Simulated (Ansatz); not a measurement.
**Electric field gradients in ZnS at a changed volume**

The cell is a computed structure from the Materials Project (it need not be an observed phase), relaxed with PBE at fixed cell and then changed (volume scaled by 0.99).

```xyz
16
Lattice="3.7924 0.0000 0.0000 -1.8962 3.2843 0.0000 0.0000 0.0000 24.8326" Properties=species:S:1:pos:R:3 pbc="T T T"
Zn    0.0000    2.1895    3.1070
Zn    0.0000    0.0000    0.0039
Zn    1.8962    1.0948   15.5216
Zn    1.8962    1.0948   21.7320
Zn    0.0000    0.0000   18.6250
Zn    0.0000    2.1895   12.4182
Zn    0.0000    0.0000    9.3144
Zn    1.8962    1.0948    6.2113
S     1.8962    1.0948    8.5355
S     1.8962    1.0948   17.8442
S     0.0000    2.1895    5.4317
S     0.0000    0.0000   20.9506
S     1.8962    1.0948   24.0581
S     0.0000    0.0000    2.3275
S     0.0000    2.1895   14.7428
S     0.0000    0.0000   11.6387
```

Atom numbers follow the list; atoms alike are taken as one site, whose name carries the number of the first.

Computed with Ansatz: DFT, PBE, plane waves and PAW (field gradients read without the response of the frozen cores, which leaves them typically 4 to 6 % off), scalar-relativistic, 420 eV cutoff, Γ-centred 8×8×2 k-points, Fermi–Dirac smearing 0.02 eV.

C_Q = eQV_zz/h, which is 24.18 MHz for Q = 1 b and V_zz = 10²¹ V/m²; η = (V_xx − V_yy)/V_zz.

67Zn: I = 5/2, Q = 122.0 mb; S-33: I = 3/2, Q = -69.40 mb. Nuclear quadrupole moments: year-2017 set (Pyykkö).

```
site  atoms (order as listed)          first shell  V_zz (10²¹ V/m²)     η  C_Q (MHz)
 Zn1                        1        4 S at 2.32 Å             0.008  0.00      0.023
 Zn2                        2        4 S at 2.32 Å             0.047  0.00      0.139
 Zn3                        3        4 S at 2.32 Å            -0.009  0.00     -0.028
 Zn4                        4   4 S at 2.32–2.33 Å            -0.048  0.00     -0.143
 Zn5                        5   4 S at 2.32–2.33 Å            -0.088  0.00     -0.259
 Zn6                     6, 8        4 S at 2.32 Å            <0.005     –         ≈0
 Zn7                        7        4 S at 2.32 Å             0.005  0.00      0.015
  S9                        9       4 Zn at 2.32 Å             0.083  0.00     -0.140
 S10                       10       4 Zn at 2.32 Å              0.12  0.00     -0.210
 S11                   11, 14       4 Zn at 2.32 Å             0.094  0.00     -0.158
 S12                       12  4 Zn at 2.32–2.33 Å              0.29  0.00     -0.486
 S13                       13  4 Zn at 2.32–2.33 Å              0.24  0.00     -0.401
 S15                       15       4 Zn at 2.32 Å             0.087  0.00     -0.146
 S16                       16       4 Zn at 2.32 Å             0.089  0.00     -0.149
```

An axis of threefold or higher order runs through Zn1, Zn2, Zn3, Zn4, Zn5 and Zn7 and others, so V_zz lies along it and η is zero.
